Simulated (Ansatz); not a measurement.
Input and command of a plane-wave DFT calculation in Ansatz:

```yaml
crystal:
  lattice:
    - [3.98333387, 0.0, 0.0]
    - [0.0, 2.8625951084, 2.875339531]
    - [0.0, -2.8625951084, 2.875339531]
  atoms:
    - { symbol: Ba, position: [0.0, 0.00341385, 0.00341385] }
    - { symbol: Ti, position: [0.5, 0.51850382, 0.51850382] }
    - { symbol: O, position: [0.5, 0.97842567, 0.4913519] }
    - { symbol: O, position: [0.5, 0.4913519, 0.97842567] }
    - { symbol: O, position: [0.0, 0.48820476, 0.48820476] }
basis:
  ecutwfc: 500
kpoints:
  mp_grid: { grid: [6, 6, 6] }
hamiltonian:
  xc: r2scan
scf:
  occupations: { method: gaussian, width: 0.02 }
output:
  forces: true
  stress: true
  eigenvalues: true
relax:
  adjacent_minimum: "off"
  f_tol: 0.01
  max_steps: 80
  cell: { stress_tol: 0.05 }
```

```bash
ansatz run input.yaml --threads 1 --pin off --max-ram 3072MiB --backend cpu --events-out ev --progress --plain --runs-dir out
```

Processor: Intel(R) Xeon(R) 6975P-C (Granite Rapids), 1 thread, on a host shared with other jobs.

Task: How long does it run, and how much memory does it take?

Result: About 61 s on 1 thread of Intel(R) Xeon(R) 6975P-C (Granite Rapids), with other jobs on the host, peak memory 0.55 GiB. It solves 25 bands at 52 k points (the mesh reduced by the symmetry that the task leaves, which can be less than the crystal's) with about 1679 plane waves (on the last cell), in 47 SCF iterations over 8 ionic steps.
